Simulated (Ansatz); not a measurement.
**Converging the plane-wave cutoff for random fluorite-type (Ti, Sn, Zr)O2 solid solution in a Python loop**

Aim: find how far the plane-wave cutoff can be loosened while the forces stay near those of the strictest setting.

Program: Ansatz 0.2.0. Level of theory: Kohn-Sham DFT, PBE, PAW, plane waves. Results are calculated unless marked as measured.

## (1) The structure

The cell holds 96 atoms: 12 Zr, 64 O, 12 Ti and 8 Sn. Its edges and angles: a = 9.966 Å, b = 9.966 Å, c = 9.966 Å, α = 90.0°, β = 90.0°, γ = 90.0°. Fluorite-type lattice (a = 4.983 A, set from the end members), 2 x 2 x 2 cells, metal sites filled at random with 12 Ti, 8 Sn, 12 Zr; every coordinate displaced by a Gaussian of 0.05 A.

## (2) First attempt

In this try the input is made faulty on purpose, to show what that does.

The script builds the cell with ASE, from fixed seeds where it draws at random, so the run can be repeated from this text alone.

Input file converge.py:

```python
import time
import warnings
import numpy as np
from ase.build import bulk
import ansatz as az

warnings.simplefilter("ignore", az.DeckWarning)
u = bulk('TiO2', 'fluorite', a=4.983, cubic=True)
atoms = u.repeat([2, 2, 2])
rng = np.random.default_rng(30052)
sites = rng.permutation([a.index for a in atoms if a.symbol == 'Ti'])
new = ['Sn'] * 8 + ['Zr'] * 12
for k, e in zip(sites, new): atoms[k].symbol = e
atoms.rattle(0.05, seed=30052)
atoms.wrap()
print(f"{len(atoms)} atoms ({atoms.get_chemical_formula()}), volume {atoms.get_volume():.1f} A^3")

base = (
    az.Crystal.from_ase(atoms)
    .calculation()
    .functional("pbe")
    .kpoints(1, 1, 1)
    .occupations("gaussian", width=0.025)
    .mixing("anderson", preconditioner="none", beta=1.0, ndim=1)
    .scf(max_iterations=100)
    .forces()
    .band_table()
    .stress()
)

def gap_of(report):
    e = np.concatenate(report["eigenvalues_ev"]); f = np.concatenate(report["occupations"])
    f = f / f.max()  # a half-filled level counts on both sides, so the gap is then zero
    return e[f > 0.3].max(), e[f < 0.7].min()

rows = []
for cutoff in [200, 250, 300, 350, 420, 500, 600]:
    start = time.time()
    try:
        r = base.basis(cutoff).run(threads=4).report
    except az.AnsatzError as error:
        print(cutoff, 'failed:', str(error)[:110])
        continue
    homo, lumo = gap_of(r)
    rows.append((cutoff, r['free_energy_ev'] / len(atoms), np.array(r['forces_ev_ang']), max(lumo - homo, 0), np.trace(r['stress_gpa']) / 3, r['n_iterations'], time.time() - start))
    print(cutoff, f"F = {r['free_energy_ev']:.4f} eV, {r['n_iterations']} iterations, {time.time() - start:.0f} s", flush=True)

ref = rows[-1]
scale = np.sqrt(np.mean(ref[2] ** 2))
print(f"r.m.s. force of the reference: {scale:.3f} eV/A")
print("  cutoff  dE (meV/atom)  dF rms (meV/A)  dF (%)  gap (eV)  P (GPa)  iter  time (s)")
for name, e, f, gap, p, n, t in rows:
    df = np.sqrt(np.mean((f - ref[2]) ** 2))
    print(f"{str(name):>8s} {1000 * (e - ref[1]):14.2f} {1000 * df:15.2f} {100 * df / scale:7.2f} {gap:9.3f} {p:8.2f} {n:5d} {t:9.1f}")
```

Command:

```console
$ python converge.py
```

The log of the run:

```text
96 atoms (O64Sn8Ti12Zr12), volume 989.8 A^3
RunWarning: SCF iteration 7: the Harris–Foulkes energy stands at -1.0901e6 eV, against -164328.4863 eV at iteration 1 (that of least residual so far), and has stood under the runaway watch's bar for 3 iterations running [...]
```

Run time: 25 min. Hardware: 4 threads of Arm Neoverse V1, shared host.

The job was ended at its time limit, so the output stops there.

The fault: the density is mixed at full strength with no preconditioner and no history.

## (3) Second try

The fault is mended and the script is run again, without the caps that the first try set. The cell is 9.9 Å or more across in its periodic directions, and the Γ point alone is taken as a first sampling. A smearing of 0.025 eV is typed, for levels that come near the Fermi level; it changes nothing where a wide gap is open. The highest cutoff serves as the reference; forces are the test that matters for later relaxations, while absolute energies converge more slowly and partly cancel in differences.

converge.py, as its differences from that of step 2:

```diff
@@ -23,4 +23,2 @@
     .occupations("gaussian", width=0.025)
-    .mixing("anderson", preconditioner="none", beta=1.0, ndim=1)
-    .scf(max_iterations=100)
     .forces()
```

Command:

```console
$ python converge.py
```

The log of the run:

```text
96 atoms (O64Sn8Ti12Zr12), volume 989.8 A^3
200 F = -164293.7526 eV, 13 iterations, 13 s
250 F = -164656.7992 eV, 13 iterations, 17 s
300 F = -164761.9454 eV, 12 iterations, 18 s
350 F = -164786.3791 eV, 12 iterations, 19 s
420 F = -164791.9581 eV, 12 iterations, 25 s
500 F = -164792.3614 eV, 12 iterations, 30 s
600 F = -164792.4102 eV, 12 iterations, 36 s
r.m.s. force of the reference: 1.011 eV/A
  cutoff  dE (meV/atom)  dF rms (meV/A)  dF (%)  gap (eV)  P (GPa)  iter  time (s)
     200        5194.35          855.01   84.53     0.731    -3.66    13      13.1
     250        1412.61          218.90   21.64     0.780     6.53    13      17.1
     300         317.34           51.96    5.14     0.967    10.22    12      17.6
     350          62.82           10.37    1.03     0.975     9.65    12      19.0
     420           4.71            1.61    0.16     0.972     9.61    12      25.0
     500           0.51            0.19    0.02     0.973     9.60    12      29.5
     600           0.00            0.00    0.00     0.973     9.59    12      35.7
```

The job ended after 2.6 min (4 threads; peak memory 2.6 GiB).

## (4) Results

```json
{"reference run": "600, 36 s", "r.m.s. force component of the reference": "1.01 eV/Å", "largest r.m.s. force difference": "855 meV/Å (200)", "smallest r.m.s. force difference": "0.190 meV/Å (500)", "energy differences": "0.508 to 5194 meV/atom", "gap on the mesh": "0.731 eV (200) to 0.975 eV (350)", "pressure": "-3.66 GPa (200) to 10.22 GPa (300)"}
```

In words: The cheapest setting whose forces lie within 1 % of the reference is 420 eV, at 0.70 times the reference's time. The cell is far from relaxed, so 1 % of its forces is a lenient mark. Unless the band edges fold onto the sampled k-points, the gap at this level is narrower than the printed one, by up to an eV in wide bands, and a small gap may close. Local and semilocal functionals put gaps too low. Random displacements of 0.05 Å can narrow the gap against that of the ideal crystal. The k-sampling is coarse for a crystal this narrow and wasn't tested: pressures can be off by a GPa or more, gaps can be off by tenths of an eV or more and small forces by their own size; differences on the same mesh are the more reliable part, a hybrid's apart. Notices that the program raised in these runs, those on memory apart (the script silences some of them): cutoff below recommended. The first try went wrong because the density is mixed at full strength with no preconditioner and no history.

[Logs are printed without paths, hosts, clocks, repeated set-up lines and the standing remarks that a program may print on its own settings, such as how far it seeks lower states.]

[Hosts, paths, dates, database ids (printed as entryN), source tags and the programs' standing remarks are cut or masked in the printed files.]

[Scripts of this kind were picked in part by their result: those with far moves, changed bonds, near-zero gaps or large misses at database cells are mostly left out.]
